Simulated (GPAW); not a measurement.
Runs of GPAW 26.7.0 on Mg. It takes space group P6_3/mmc (No. 194, hexagonal). Conventional cell: a = 3.209 Å, b = 3.209 Å, c = 5.210 Å, α = 90.00°, β = 90.00°, γ = 120.00°. Mg (site symmetry -6m2) is surrounded by 12 Mg at 3.20 to 3.21 Å. 

```csv
task,level,potentials or basis,k mesh,smearing,band path,band points,gap on the mesh (eV),pressure (GPa)
band structure,revPBE,"the program's PAW data sets (release 1.2.1) made for this functional, pw",10 × 10 × 5,fermi-dirac 0.05 eV,"GMKGALHA,LM,KH",100,-,0.5
band structure,RPBE,"the program's PAW data sets (release 1.2.1) made for this functional, pw",10 × 10 × 5,fermi-dirac 0.05 eV,"GMKGALHA,LM,KH",80,-,(a)
single point,PBEsol,"PAW data sets generated in the run's folder for this functional, pw",10 × 10 × 5,gaussian 0.1 eV,-,-,none,-1.1
single point,r2SCAN,"GPAW PAW data sets (gpaw-data 1.2.1), pw",10 × 10 × 5,improved-tetrahedron-method,-,-,none,-1.1
```

Alike in all rows: no spin polarisation; cell as given; cutoff (eV) 800.

Problem. Fill in the values left out.

Solution. (a) 0.6.

Caveats: the PAW data sets were made with another functional, which shifts forces and pressure a little (some runs).

A gap of «none» marks a metal or a gap under the smearing width.

Runs at the PBE level aren't shown here.
